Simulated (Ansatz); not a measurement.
**Pt16 slab: levels of theory**

Aim: for Pt16 slab, compare levels of theory; the runs are relaxing the atoms and single point.

Computed with Ansatz 0.2.0 (DFT PBE, scalar-relativistic, plane waves, PAW, and further levels as typed in the inputs, unless a step's input says otherwise).

**1. The starting structure**

Symmetry: P-3m1, No. 164, trigonal system. Conventional cell: a = 2.775 Å, b = 2.775 Å, c = 24.797 Å, α = 90.00°, β = 90.00°, γ = 120.00°. Pt (site symmetry 3m) is surrounded by 9 Pt at 2.77 Å. Around Pt (site symmetry 3m) lie 12 Pt at 2.77 Å.

Coordinates:

```xyz
16
Lattice="5.5494 0.0000 0.0000 2.7747 4.8059 0.0000 0.0000 0.0000 24.7966" Properties=species:S:1:pos:R:3 pbc="T T T"
Pt    0.0000    0.0000    9.0000
Pt    2.7747    0.0000    9.0000
Pt    1.3873    2.4029    9.0000
Pt    4.1620    2.4029    9.0000
Pt    1.3873    0.8010   11.2655
Pt    4.1620    0.8010   11.2655
Pt    2.7747    3.2039   11.2655
Pt    5.5494    3.2039   11.2655
Pt    0.0000    1.6020   13.5310
Pt    2.7747    1.6020   13.5310
Pt    1.3873    4.0049   13.5310
Pt    4.1620    4.0049   13.5310
Pt    0.0000    0.0000   15.7966
Pt    2.7747    0.0000   15.7966
Pt    1.3873    2.4029   15.7966
Pt    4.1620    2.4029   15.7966
```

**2. Relaxing the atoms: Pt16 slab, no spin**

Input file input.yaml:

```yaml
crystal:
  lattice:
    - [5.5493740188, 0.0, 0.0]
    - [2.7746870094, 4.8058988753, 0.0]
    - [0.0, 0.0, 24.7965673689]
  atoms:
    - { symbol: Pt, position: [0.0, 0.0, 0.3629534631] }
    - { symbol: Pt, position: [0.5, 0.0, 0.3629534631] }
    - { symbol: Pt, position: [0.0, 0.5, 0.3629534631] }
    - { symbol: Pt, position: [0.5, 0.5, 0.3629534631] }
    - { symbol: Pt, position: [0.1666666667, 0.1666666667, 0.454317821] }
    - { symbol: Pt, position: [0.6666666667, 0.1666666667, 0.454317821] }
    - { symbol: Pt, position: [0.1666666667, 0.6666666667, 0.454317821] }
    - { symbol: Pt, position: [0.6666666667, 0.6666666667, 0.454317821] }
    - { symbol: Pt, position: [-0.1666666667, 0.3333333333, 0.545682179] }
    - { symbol: Pt, position: [0.3333333333, 0.3333333333, 0.545682179] }
    - { symbol: Pt, position: [-0.1666666667, 0.8333333333, 0.545682179] }
    - { symbol: Pt, position: [0.3333333333, 0.8333333333, 0.545682179] }
    - { symbol: Pt, position: [0.0, 0.0, 0.6370465369] }
    - { symbol: Pt, position: [0.5, 0.0, 0.6370465369] }
    - { symbol: Pt, position: [0.0, 0.5, 0.6370465369] }
    - { symbol: Pt, position: [0.5, 0.5, 0.6370465369] }
scf:
  occupations: { method: gaussian, width: 0.1 }
output:
  forces: true
  write_density: true
  write_potential: true
  elf: true
  volumetric_format: npy
hamiltonian:
  xc: pbe
kpoints:
  mp_grid: { grid: [6, 6, 1] }
efield:
  axis: 3
  dipole_correction: true
relax:
  f_tol: 0.02
  max_steps: 80
  constraints: [{ sites: [0, 1, 2, 3, 4, 5, 6, 7] }]
```

Started as:

```console
ansatz run input.yaml --threads 8 --pin off --max-ram 12288MiB --backend cpu --events-out ev --progress --plain --runs-dir out
```

The log of the run:

```text
Warning: RAYON_NUM_THREADS=8 ignored (pool sized by the plan → 8); use --threads N
Engine: ansatz 0.2.0, aarch64-unknown-linux-gnu
Pseudopotentials: kind: paw
Pseudopotential: Pt, paw, valence charge 18, recommended cutoff 420 eV (normal), Pt.paw.azcp
Functional definition: PBE
  parameter kappa = 0.804
  parameter beta = 0.06672455060314922
  exchange = pbe_x(kappa = kappa, mu = beta*pi^2/3)
  correlation = pbe_c(beta = beta)
Crystal: 16 atoms, lattice volume = 661.318 Å³
Basis set: ecut = 420 eV, 13019 PW (Γ), exchange–correlation on 80×80×360 points (8 copies of the dense FFT grid, shifted against one another)
Bands: 173, of which v1, the nominal top of the filled ones, is band 144 counted from 1 (143 counted from 0)
Symmetry: 24 space group operations
k-points: 7 of 36 (time reversal used)
Non-local potential: Pt, projectors of the file, l = 0: 3, l = 1: 2, l = 2: 2, l = 3: 1
PAW form: soft (Blöchl's): semilocal exchange-correlation on the pseudo side does not see the compensation charge
PAW one-centre angular grid: Pt, 590 points (default); XC on 64 Gauss nodes
Initial density: superposition of atomic densities (neutral atoms: chi_scale 0, normalization atom), corrected by the library's trained network
Initial wavefunctions: pseudopotential atomic-orbital guess
Functional: x = pbe(κ = 0.804, μ = 0.2195149727645171), c = pbe(β = 0.06672455060314922)
SCF iter   1: F=—  HF=-200363.610461 eV  |F-HF|=—  |Δ(HF+E_count)|=         —  Δρ=6.55e-3  dr2=1.36e0  ethr=1.77e-3  p=0.000 e·Å  D=1.06e-13 V/Å  ΔV_dip=-0.00 eV  dr2_dipole=7.38e-7  V_vac-E_F(+/−)=5.24/5.24 eV  ⟨swp⟩=7.1  Hψ=5027  notcnv=0  defer=36
efield: sawtooth ramp at fractional position 0.9500 (placed from the atoms, in the widest stretch of the axis that holds none; the zero of the levels goes with the place), width 0.1000; the density the first Hamiltonian is built on has a dipole p = 0.000 e·Å; the dipole correction subtracts the counter field D = 1.06e-13 V/Å, which shifts the + side's vacuum level by -0.00 eV against the − side's; the planar-averaged density in the ramp window peaks in size at 8.4e-6 e/Å³
preconditioner: auto → LDOS  [metal: Δε(μ)=0.014 eV  Ē_g=7.292 eV  σ=0.100 eV  W_gap=0.08  n_scr=138 (ndim 8)  ℏωp=18.3 eV  f_vac=0.582  D(μ)=21.21/eV (n_scr^D=150)  β→1.0]
SCF iter   2: F=—  HF=-200363.614919 eV  |F-HF|=—  |Δ(HF+E_count)|=   4.46e-3  Δρ=3.85e-3  dr2=1.97e-1  ethr=4.71e-4  p=0.000 e·Å  D=5.47e-5 V/Å  ΔV_dip=-0.00 eV  dr2_dipole=2.24e-6  V_vac-E_F(+/−)=5.90/5.90 eV  ⟨swp⟩=2.0  Hψ=1651  notcnv=0  defer=113
SCF iter   3: F=—  HF=-200363.582068 eV  |F-HF|=—  |Δ(HF+E_count)|=   3.29e-2  Δρ=1.45e-3  dr2=1.18e-1  ethr=6.85e-5  p=0.000 e·Å  D=2.43e-7 V/Å  ΔV_dip=-0.00 eV  dr2_dipole=3.28e-8  V_vac-E_F(+/−)=5.62/5.62 eV  ⟨swp⟩=2.6  Hψ=1786  notcnv=0  defer=113
SCF iter   4: F=—  HF=-200363.577024 eV  |F-HF|=—  |Δ(HF+E_count)|=   5.04e-3  Δρ=7.46e-4  dr2=3.58e-2  ethr=4.08e-5  p=-0.000 e·Å  D=-4.85e-6 V/Å  ΔV_dip=0.00 eV  dr2_dipole=2.94e-8  V_vac-E_F(+/−)=5.66/5.66 eV  ⟨swp⟩=2.1  Hψ=1508  notcnv=0  defer=104
SCF iter   5: F=—  HF=-200363.575531 eV  |F-HF|=—  |Δ(HF+E_count)|=   1.49e-3  Δρ=3.20e-4  dr2=2.42e-3  ethr=1.24e-5  p=-0.000 e·Å  D=-2.53e-6 V/Å  ΔV_dip=0.00 eV  dr2_dipole=9.64e-9  V_vac-E_F(+/−)=5.70/5.70 eV  ⟨swp⟩=2.0  Hψ=1354  notcnv=0  defer=104
SCF iter   6: F=—  HF=-200363.575767 eV  |F-HF|=—  |Δ(HF+E_count)|=   2.36e-4  Δρ=9.26e-5  dr2=1.20e-4  ethr=8.42e-7  p=-0.000 e·Å  D=-1.08e-6 V/Å  ΔV_dip=0.00 eV  dr2_dipole=2.21e-9  V_vac-E_F(+/−)=5.70/5.70 eV  ⟨swp⟩=2.0  Hψ=1650  notcnv=0  defer=91
SCF iter   7: F=-200363.575797 eV  HF=-200363.575795 eV  |F-HF|=1.31e-6  |Δ(HF+E_count)|=   2.83e-5  Δρ=1.48e-5  dr2=1.02e-6  ethr=3.47e-9  p=-0.000 e·Å  D=-2.03e-7 V/Å  ΔV_dip=0.00 eV  dr2_dipole=1.43e-10  V_vac-E_F(+/−)=5.69/5.69 eV  ⟨swp⟩=11.6  Hψ=11060  notcnv=0
SCF 1 converged in 7 iterations: F = -200363.575797 eV  dr2 = 1.02e-6
relax step   1: F+E_penalty+E_count = -200363.57579669 eV  Δ(F+E_penalty+E_count) = +0.000e0 eV  max|allowed force component| = 4.380e-1 eV/Å  Δτ_max = 0.0000 Å  (7 SCF iters, dr2 threshold 1.00e-5 eV, accepted)
[... 15 lines left out ...]
relax step   2: F+E_penalty+E_count = -200363.58332496 eV  Δ(F+E_penalty+E_count) = -7.528e-3 eV  max|allowed force component| = 3.711e-1 eV/Å  Δτ_max = 0.1948 Å  (9 SCF iters, dr2 threshold 1.20e-5 eV, accepted)
[... 11 lines left out ...]
relax step   3: F+E_penalty+E_count = -200363.64272227 eV  Δ(F+E_penalty+E_count) = -5.940e-2 eV  max|allowed force component| = 8.742e-2 eV/Å  Δτ_max = 0.1120 Å  (8 SCF iters, dr2 threshold 8.61e-6 eV, accepted)
[... 11 lines left out ...]
relax step   4: F+E_penalty+E_count = -200363.64518526 eV  Δ(F+E_penalty+E_count) = -2.463e-3 eV  max|allowed force component| = 4.449e-4 eV/Å  Δτ_max = 0.0158 Å  (8 SCF iters, dr2 threshold 4.78e-7 eV, accepted)
[... 6 lines left out ...]
relax step   5: F+E_penalty+E_count = -200363.64518524 eV  Δ(F+E_penalty+E_count) = +2.127e-8 eV  max|allowed force component| = 3.764e-4 eV/Å  Δτ_max = 0.0000 Å  (2 SCF iters, accepted)
NSCF: frozen V_eff on 7 k-points
the band table was solved once a step of the walk had ended and its energy, with any forces and stress, was formed, with the checks that follow a solve (5818 applications of the Hamiltonian). They found nothing against the state; the energy, forces and stress were not computed again (output.eigenvalues in the input reference)
WARN: The input density's exchange-correlation potential varies sharply where the density is thin. Do not read a vacuum level from v_tot or v_xc, or from such a field of the output density. On a cell that repeats whose density bears no net charge and no dipole along the vacuum's axis use v_es (v_loc + v_h of the components); under efield.dipole_correction with no amplitude use v_es + v_field, which holds any external_charges[].barrier, or the levels of the report's work_function block, which leave it out; under a non-zero efield.amplitude the vacuum is tilted and has no level; on a cell that repeats and bears such a dipole with no correction it is tilted too, and efield.dipole_correction with no amplitude gives each side of its ramp a level where efield: is served; in a cell that repeats whose density bears a net charge (total_charge, or a fill off its count) it is curved and has none; of a slab under crystal.periodic whose density bears no net charge use v_es, which has a level on each side, short of where the two are joined; of another it falls or rises all the way out and has none; of a slab beside external_charges read slab_vacuum_level instead, which it has where they leave it neutral. The grid or the basis barely resolves most such structure, and the values can differ between equally converged runs; as a rule a tighter scf.convergence.dr2_threshold does not remove it. Where the density itself ripples (under the LDA too) a higher basis.ecutwfc lessens it. The files hold the spikes' plane waves up to the density's cutoff. Files: v_tot and the like, and their columns of v_z.tsv (output.write_potential); v_xc and the like, and their columns of v_comp_z.tsv (output.write_potential_components); where files of the output density stand in their place, no point of their own thin density is over the threshold below, and this is of outcome.potential() and, of a run that writes arrays (npy), the arrays of these names. Measured: with its Gaussian average of σ = 0.25 Å subtracted twice, the exchange-correlation potential is over 0.1 eV at 4 of the grid points where the equally averaged density (valence and model cores) is under 1e-3 e/Å³, and 0.115 eV at the most among them, at an averaged density of 5.7e-8 e/Å³. See output.write_potential in the manual, Limitations
SCF converged after 2 iterations
Free energy (F): -200363.645185 eV
Harris-Foulkes:  -200363.645185 eV  (|F-HF|=4.34e-8)
Internal energy: -200363.526275 eV  (E = F + TS)
E sigma→0 (E₀):  -200363.585730 eV
Entropy (-TS):   -0.118910 eV (-7.432 meV/atom)
Fermi energy:    4.850720 eV
Dipole field:    D = -0.001134 V/Å  (p = -0.004145 e·Å, saw-weighted, corrected)
Work function:   Φ+ = 5.7288 eV   Φ− = 5.7007 eV
Levels:          The Fermi level and band energies are counted from a zero that moves with the ramp; work functions are not
--- Per-component energies (eV) ---
  E_band       = -7284.508101
  E_kinetic    = 10185.777855
  E_local      = -496051.749901  (includes V_loc(G=0)·N_el)
  E_nonlocal   = 3200.204705
  E_hartree    = 242414.277869
  E_xc         = -4178.220085
  E_vxc        = -4830.989303  (∫ρ·V_xc dr)
  E_paw        = -151264.012999  (= ΣΔE_a)
  E_vpaw       = -4616.311029  (= ΣTr[D̂ρ^β])
  E_aug_tail   = 0.003255  (compensation charges beyond the density's cutoff)
  E_efield     = 0.000002  (sawtooth field / dipole correction)
  E_vefield    = 0.010880  (∫n·V_field dr)
  E_ewald      = 195330.193023
  E_smearing   = -0.118910  (= −TS)
  E_closure    = -0.000000  (closes the sum)
  Σ components = -200363.645185   (vs F -200363.645185, Δ=0.00e0)
--- Forces (eV/Å), atoms counted from 1 ---
  atom   1  Pt    -0.00000000     0.00000000    -0.42461330
  atom   2  Pt    -0.00000000     0.00000000    -0.42461330
  atom   3  Pt    -0.00000000     0.00000000    -0.42461330
  atom   4  Pt    -0.00000000     0.00000000    -0.42461330
  atom   5  Pt     0.00000000     0.00000000     0.42414910
  atom   6  Pt     0.00000000     0.00000000     0.42414910
  atom   7  Pt     0.00000000     0.00000000     0.42414910
  atom   8  Pt     0.00000000     0.00000000     0.42414910
  atom   9  Pt    -0.00000000    -0.00000000     0.00003000
  atom  10  Pt     0.00000000    -0.00000000     0.00003000
  atom  11  Pt    -0.00000000    -0.00000000     0.00003000
  atom  12  Pt     0.00000000    -0.00000000     0.00003000
  atom  13  Pt     0.00000000    -0.00000000     0.00037644
  atom  14  Pt    -0.00000000    -0.00000000     0.00037644
  atom  15  Pt     0.00000000    -0.00000000     0.00037644
  atom  16  Pt     0.00000000    -0.00000000     0.00037644
  max |Σ_I F_I| component: 2.31e-4 eV/Å
--- Band table (eV; the first three rows and the last of 7) ---
  k-point 0: bands = ["-93.5993", "-93.5761", "-93.5761", "-93.5761", "-93.5550", "-93.5340", "-93.5340", "-93.5340", "-93.1378", "-93.1158", "-93.1158", "-93.1158", "-93.0554", "-93.0333", "-93.0333", "-93.0333", "-48.0227", "-48.0227", "-48.0227", "-47.9826", "-47.9826", "-47.9826", "-47.9302", "-47.8089", "-47.8089", "-47.8089", "-47.7474", "-47.7474", "-47.7474", "-47.7193", "-47.7193", "-47.7193", "-47.7108", "-47.6875", "-47.6875", "-47.6875", "-47.6510", "-47.6510", "-47.6093", "-47.6093", "-47.6093", "-47.6043", "-47.6043", "-47.5394", "-47.5394", "-47.5394", "-47.3646", "-47.3646", "-47.3646", "-47.2864", "-47.2864", "-47.2864", "-47.2772", "-47.2772", "-47.1986", "-47.1986", "-47.1400", "-47.1084", "-47.1084", "-47.1084", "-47.0467", "-47.0108", "-47.0108", "-47.0108", "-4.6300", "-3.3333", "-2.2296", "-2.1219", "-1.8651", "-1.8651", "-1.8651", "-1.7236", "-1.7236", "-1.7236", "-1.2561", "-1.2561", "-1.2561", "-1.0447", "-1.0447", "-1.0447", "-0.8925", "-0.8925", "-0.8925", "-0.1000", "-0.1000", "-0.1000", "0.9124", "0.9124", "0.9124", "0.9794", "0.9794", "0.9794", "1.0054", "1.2299", "1.2645", "1.2645", "1.3992", "1.3992", "1.6181", "1.6181", "1.6181", "1.7746", "1.7746", "1.9216", "1.9216", "2.0838", "2.2175", "2.2175", "2.2175", "2.7037", "2.7037", "2.7037", "2.8039", "2.8039", "2.8039", "3.3315", "3.3315", "3.6929", "3.6929", "3.9587", "3.9587", "3.9587", "4.0967", "4.0967", "4.0967", "4.4235", "4.4235", "4.4530", "4.6518", "4.6518", "4.6518", "4.7299", "4.7299", "4.7299", "4.8441", "4.8441", "5.0163", "5.0163", "5.0163", "5.1748", "5.1748", "5.1748", "5.4523", "5.4543", "5.4543", "5.4543", "5.5290", "5.5290", "5.5290", "5.8439", "5.8439", "5.8439", "7.2904", "7.2904", "7.2904", "7.5928", "7.5928", "7.5928", "7.9632", "7.9632", "7.9632", "10.3041", "10.3535", "10.8843", "10.8843", "10.8843", "11.0201", "11.0201", "11.0201", "11.2539", "11.4321", "11.4321", "11.4321"]
[... 3 lines left out ...]
--- Relaxed structure (5 steps of the walk, 5 accepted, 0 SCFs on fresh bases) ---
  F+E_penalty+E_count = -200363.64518524 eV   max|allowed force component| = 3.764e-4 eV/Å
  atoms:
    - { symbol: Pt, position: [0.0, 0.0, 0.3629534631] }
    - { symbol: Pt, position: [0.5, 0.0, 0.3629534631] }
    - { symbol: Pt, position: [0.0, 0.5, 0.3629534631] }
    - { symbol: Pt, position: [0.5000000000000001, 0.5, 0.3629534631] }
    - { symbol: Pt, position: [0.16666666666666663, 0.1666666666666666, 0.454317821] }
    - { symbol: Pt, position: [0.6666666666666666, 0.1666666666666666, 0.454317821] }
    - { symbol: Pt, position: [0.16666666666666669, 0.6666666666666666, 0.454317821] }
    - { symbol: Pt, position: [0.6666666666666667, 0.6666666666666666, 0.454317821] }
    - { symbol: Pt, position: [-0.1666666666666667, 0.33333333333333337, 0.5470768161005067] }
    - { symbol: Pt, position: [0.3333333333333334, 0.33333333333333337, 0.5470768161005067] }
    - { symbol: Pt, position: [-0.16666666666666669, 0.8333333333333333, 0.5470768161005067] }
    - { symbol: Pt, position: [0.3333333333333335, 0.8333333333333333, 0.5470768161005067] }
    - { symbol: Pt, position: [2.630478863195941e-18, -4.588518824951072e-33, 0.6410233783954571] }
    - { symbol: Pt, position: [0.5, -4.588518824951072e-33, 0.6410233783954571] }
    - { symbol: Pt, position: [0.0, 0.5, 0.6410233783954571] }
    - { symbol: Pt, position: [0.5000000000000001, 0.5, 0.6410233783954571] }
```

Wall time 46 s (8 threads of Arm Neoverse V2, shared host); peak memory 4 GiB.

Step by step:

| step | E - E(step 1) (eV/cell) | largest force component (eV/Å) |
| --- | --- | --- |
| 1 | 0.0000 | 0.4380 |
| 2 | -0.0075 | 0.3711 |
| 3 | -0.0669 | 0.0874 |
| 4 | -0.0694 | 0.0004 |
| 5 | -0.0694 | 0.0004 |

Step 1 is the start.

The cell repeats along c, and a dipole correction in the vacuum removes the field between the copies.

Atoms 1, 2, 3, 4, 5, 6, 7, 8 (counted from 1; the input counts from 0) are held at their places.

Density in a lattice plane of the grid's cell (edges 5.55 and 24.80 Å, at 0.000 of the third edge), which holds Pt.

Values in e/Å³, 12 rows by 6 columns:
```
0.00 0.00 0.00 0.00 0.00 0.00
0.00 0.00 0.00 0.00 0.00 0.00
0.00 0.00 0.00 0.00 0.00 0.00
4.66 0.52 0.52 4.66 0.52 0.52
0.28 0.33 0.33 0.28 0.33 0.33
0.13 0.29 0.29 0.13 0.29 0.29
0.34 0.33 0.33 0.34 0.33 0.33
3.19 0.41 0.41 3.19 0.41 0.41
0.00 0.00 0.00 0.00 0.00 0.00
0.00 0.00 0.00 0.00 0.00 0.00
0.00 0.00 0.00 0.00 0.00 0.00
0.00 0.00 0.00 0.00 0.00 0.00
```
Columns run along the first of these edges and rows up along the second, over one cell in 6 and 12 even steps from the bottom left corner. Atoms in the plane (fractional): Pt at (0.00, 0.36), Pt at (0.50, 0.36), Pt at (0.00, 0.64), Pt at (0.50, 0.64).

ELF in the same plane.

Ten even steps from ' ' (0.00) to '@' (0.66):
```
            
            
            
            
            
--::::--::::
@@++++@@++++
++----++----
--++++--++++
..----..----
--++++--++++
++----++----
@@++++@@++++
::::::::::::
            
            
            
            
            
            
```
Columns run along the first of these edges and rows up along the second, over one cell in 6 and 20 even steps from the bottom left corner. Atoms in the plane (fractional): Pt at (0.00, 0.36), Pt at (0.50, 0.36), Pt at (0.00, 0.64), Pt at (0.50, 0.64).

Both are smooth fields of the valence electrons: close to the nuclei they are not physical.

**3. Single point: LDA**

It takes the final geometry of step 2.

Input file input.yaml:

```yaml
crystal:
  lattice:
    - [5.5493740188, 0.0, 0.0]
    - [2.7746870094, 4.8058988753, 0.0]
    - [0.0, 0.0, 24.7965673689]
  atoms:
    - { symbol: Pt, position: [0.0, 0.0, 0.3629534631] }
    - { symbol: Pt, position: [0.5, 0.0, 0.3629534631] }
    - { symbol: Pt, position: [0.0, 0.5, 0.3629534631] }
    - { symbol: Pt, position: [0.5, 0.5, 0.3629534631] }
    - { symbol: Pt, position: [0.1666666667, 0.1666666667, 0.454317821] }
    - { symbol: Pt, position: [0.6666666667, 0.1666666667, 0.454317821] }
    - { symbol: Pt, position: [0.1666666667, 0.6666666667, 0.454317821] }
    - { symbol: Pt, position: [0.6666666667, 0.6666666667, 0.454317821] }
    - { symbol: Pt, position: [-0.1666666667, 0.3333333333, 0.5470768161] }
    - { symbol: Pt, position: [0.3333333333, 0.3333333333, 0.5470768161] }
    - { symbol: Pt, position: [-0.1666666667, 0.8333333333, 0.5470768161] }
    - { symbol: Pt, position: [0.3333333333, 0.8333333333, 0.5470768161] }
    - { symbol: Pt, position: [0.0, 0.0, 0.6410233784] }
    - { symbol: Pt, position: [0.5, 0.0, 0.6410233784] }
    - { symbol: Pt, position: [0.0, 0.5, 0.6410233784] }
    - { symbol: Pt, position: [0.5, 0.5, 0.6410233784] }
scf:
  occupations: { method: gaussian, width: 0.1 }
output:
  forces: true
hamiltonian:
  xc: lda
kpoints:
  mp_grid: { grid: [6, 6, 1] }
efield:
  axis: 3
  dipole_correction: true
```

Started as:

```console
ansatz run input.yaml --threads 8 --pin off --max-ram 12288MiB --backend cpu --events-out ev --progress --plain --runs-dir out
```

The log of the run (excerpt; [...] marks lines left out):

```text
[...]
SCF converged after 11 iterations
Free energy (F): -195912.881198 eV
[...]
E sigma→0 (E₀):  -195912.821551 eV
Entropy (-TS):   -0.119295 eV (-7.456 meV/atom)
Fermi energy:    4.476087 eV
Dipole field:    D = -0.001118 V/Å  (p = -0.004087 e·Å, saw-weighted, corrected)
Work function:   Φ+ = 6.1120 eV   Φ− = 6.0843 eV
Levels:          The Fermi level and band energies are counted from a zero that moves with the ramp; work functions are not
[...]
--- Forces (eV/Å), atoms counted from 1 ---
  atom   1  Pt     0.00000000     0.00000000     0.25913322
  atom   2  Pt     0.00000000     0.00000000     0.25913322
  atom   3  Pt     0.00000000     0.00000000     0.25913322
  atom   4  Pt     0.00000000     0.00000000     0.25913322
  atom   5  Pt     0.00000000     0.00000000     0.39322553
  atom   6  Pt     0.00000000     0.00000000     0.39322553
  atom   7  Pt     0.00000000     0.00000000     0.39322553
  atom   8  Pt     0.00000000     0.00000000     0.39322553
[...]
```

Run time: 10 s. Hardware: 8 threads of Arm Neoverse V2, shared host; peak memory 3.1 GiB.

**4. Single point: RPBE**

It takes the final geometry of step 2.

input.yaml: that of step 3 with these lines changed.

```diff
@@ -27,3 +27,3 @@
 hamiltonian:
-  xc: lda
+  xc: rpbe
 kpoints:
```

Started as:

```console
ansatz run input.yaml --threads 8 --pin off --max-ram 12288MiB --backend cpu --events-out ev --progress --plain --runs-dir out
```

The log of the run (excerpt; [...] marks lines left out):

```text
[...]
SCF converged after 11 iterations
Free energy (F): -200584.660233 eV
[...]
E sigma→0 (E₀):  -200584.600385 eV
Entropy (-TS):   -0.119698 eV (-7.481 meV/atom)
Fermi energy:    4.981466 eV
Dipole field:    D = -0.001054 V/Å  (p = -0.003854 e·Å, saw-weighted, corrected)
Work function:   Φ+ = 5.5681 eV   Φ− = 5.5420 eV
Levels:          The Fermi level and band energies are counted from a zero that moves with the ramp; work functions are not
[...]
--- Forces (eV/Å), atoms counted from 1 ---
  atom   1  Pt    -0.00000000     0.00000000    -0.60824867
  atom   2  Pt    -0.00000000     0.00000000    -0.60824867
  atom   3  Pt    -0.00000000     0.00000000    -0.60824867
  atom   4  Pt    -0.00000000     0.00000000    -0.60824867
  atom   5  Pt     0.00000000     0.00000000     0.43269616
  atom   6  Pt     0.00000000     0.00000000     0.43269616
  atom   7  Pt     0.00000000     0.00000000     0.43269616
  atom   8  Pt     0.00000000     0.00000000     0.43269616
[...]
```

Run time: 11 s. Hardware: 8 threads of Arm Neoverse V2, shared host; peak memory 3.2 GiB.

(Part 1 of 2 ends here.)
